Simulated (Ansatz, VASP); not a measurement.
## AlN: VASP beside Ansatz

```
Al N
1.0
     0.00000    1.97800    1.97800
     1.97800    0.00000    1.97800
     1.97800    1.97800    0.00000
Al N
1 1
Direct
  0.00000 0.00000 0.00000
  0.50000 0.50000 0.50000
```

Alike in both runs: task electric field gradients; functional r2SCAN; k mesh 10 × 10 × 10; occupations fermi-dirac, width 0.02 eV; no spin polarisation.

```csv
,VASP,Ansatz
version,VASP 6.6.1,Ansatz 0.2.0
potentials or method,"VASP PAW PBE potentials, release 64 (Al, N)","PAW with Ansatz's default frozen-core files, scalar-relativistic"
plane-wave cutoff (eV),520,500
valence electrons in the cell,8,8
```

|  | VASP | Ansatz | Ansatz less VASP |
| --- | --- | --- | --- |
| gap on the k mesh at the Fermi level (eV) | 5.87 | 5.90 | +0.036 |
| pressure (GPa) | 18.2 | 19.1 | +0.86 |
| Vzz of the field gradient on the site that differs most (V/Å²) | 0.0 | 0.0 | 0.00 |

The functional is the same, so the differences come from potentials, cutoffs and numerics.

Caveats: so large a pressure means that the cell lies far from this level's equilibrium, or that cutoff or potentials fall short (VASP); the potentials were made for another functional, which shifts forces and pressure (VASP). A k mesh can miss the band edges. r2SCAN opens gaps a little over a GGA but as a rule still falls short of measured ones.
